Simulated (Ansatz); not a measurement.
# Ti: straining the crystal, a stretch of c alone

The task here is to estimate one member of a computed series from the others.

Computed with Ansatz 0.2.0 (DFT PBEsol, scalar-relativistic, plane waves, PAW, unless a step's input says otherwise).

2 further runs of the same task are left out: 2 set aside as unsound or not needed.

## The starting structure

The structure is hexagonal, space group P6/mmm (No. 191). Conventional cell: a = 4.515 Å, b = 4.515 Å, c = 2.799 Å, α = 90.00°, β = 90.00°, γ = 120.00°. Ti (site symmetry 6/mmm) has 14 Ti at 2.80 to 2.96 Å as nearest neighbours. Around Ti (site symmetry -6m2) lie 11 Ti at 2.61 to 2.96 Å.

Structure file:

```cif
data_structure
_symmetry_space_group_name_H-M 'P 1'
_symmetry_Int_Tables_number 1
_cell_length_a 4.5153
_cell_length_b 4.5153
_cell_length_c 2.7988
_cell_angle_alpha 90.000
_cell_angle_beta 90.000
_cell_angle_gamma 120.000
_cell_volume 49.42
loop_
_atom_site_label
_atom_site_type_symbol
_atom_site_fract_x
_atom_site_fract_y
_atom_site_fract_z
_atom_site_occupancy
Ti1 Ti 0.00000 0.00000 0.00000 1
Ti2 Ti 0.33333 0.66667 0.50000 1
Ti3 Ti 0.66667 0.33333 0.50000 1
```

It goes back to an entry of the Materials Project, which need not be the stable form.

It is the result of an earlier relaxation at this level (volume 16.47 Å³/atom; gap on the mesh: none (metal)).

Set-up of the first run:

The input, input.yaml:

```yaml
crystal:
  lattice:
    - [4.5152900523, 0.0, 0.0]
    - [-2.2576450261, 3.9103558907, 0.0]
    - [0.0, 0.0, 2.7987936485]
  atoms:
    - { symbol: Ti, position: [0.0, 0.0, 0.0] }
    - { symbol: Ti, position: [0.3333333333, 0.6666666667, 0.5] }
    - { symbol: Ti, position: [0.6666666667, 0.3333333333, 0.5] }
basis:
  ecutwfc: 420
kpoints:
  mp_grid: { grid: [12, 12, 18] }
hamiltonian:
  xc: pbesol
scf:
  occupations: { method: gaussian, width: 0.1 }
output:
  forces: true
  stress: true
  eigenvalues: true
```

The run is started by

```
$ ansatz run input.yaml --threads 1 --pin off --max-ram 2560MiB --backend cpu --events-out ev --progress --plain --runs-dir out
```

Among the steps run: The unstrained reference; At -1.0 %; At +1.0 %; Strain -2.0 %; Strain +2.0 %; At -3.0 %; At +3.0 %.

One table of the session follows, with a row left open; its other results are not shown here.

It belongs to the step «Energy and stress against strain (a metal throughout)». Lengths are those of the vectors of the cell that was run; stresses in GPa:

```
strain (%)  ΔE (meV/atom)  c (Å)
      -3.0           12.8  2.715
      -2.0            5.6  2.743
      -1.0              ?      ?
      +0.0            0.0  2.799
      +1.0            1.3  2.827
      +2.0            5.1  2.855
      +3.0           11.3  2.883
```

Q: Estimate the row for strain (%) = -1.0 from the others.

Worked estimate for «ΔE (meV/atom)». A straight line through the neighbours (-2.0, 5.6) and (0.0, 0.0) gives 5.6 + (0.0 − 5.6) × (-1.0 + 2.0) / (0.0 + 2.0) = 2.8; a parabola fitted to 4 rows on both sides gives 1.4.

**Answer.** ΔE (meV/atom): 1.4; c (Å): 2.771. In «ΔE (meV/atom)» the line misses by +1.4 and the parabola by 0.0.

ΔE is over the unstrained cell. Stress in GPa, positive in compression, on the Cartesian axes of the input. 
